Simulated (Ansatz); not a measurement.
A run of Ansatz 0.2.0:

File input.yaml:

```yaml
crystal:
  lattice:
    - [-2.141, 2.141, 2.141]
    - [2.141, -2.141, 2.141]
    - [2.141, 2.141, -2.141]
  atoms:
    - { symbol: Na, position: [0.0, 0.0, 0.0] }
hamiltonian:
  xc: pbesol
  pseudopotentials: { kind: paw }
kpoints:
  mp_grid: { grid: [9, 9, 9] }
scf:
  occupations: { method: fermi_dirac, width: 0.05 }
output:
  forces: true
  stress: true
  eigenvalues: true
  write_density: true
  write_potential: true
  elf: true
  volumetric_format: npy
relax:
  f_tol: 0.01
  max_steps: 40
  cell: { stress_tol: 0.05, p_target: 5.0 }
```

Potentials or basis: Ansatz PAW.

The run is started by

```console
$ ansatz run input.yaml --threads 2 --pin off --max-ram 5632MiB --backend cpu --events-out ev --progress --plain --runs-dir out
```

Hardware: 2 threads of Arm Neoverse V2, with other jobs on the host.

Task: How long does it take, and how much memory?

Result: Run time: 3 s on 2 threads of Arm Neoverse V2, with other jobs on the host, peak memory 0.27 GiB. Counts: scf iterations 30, plane waves 531, k points 35, bands 9, ion steps 7.
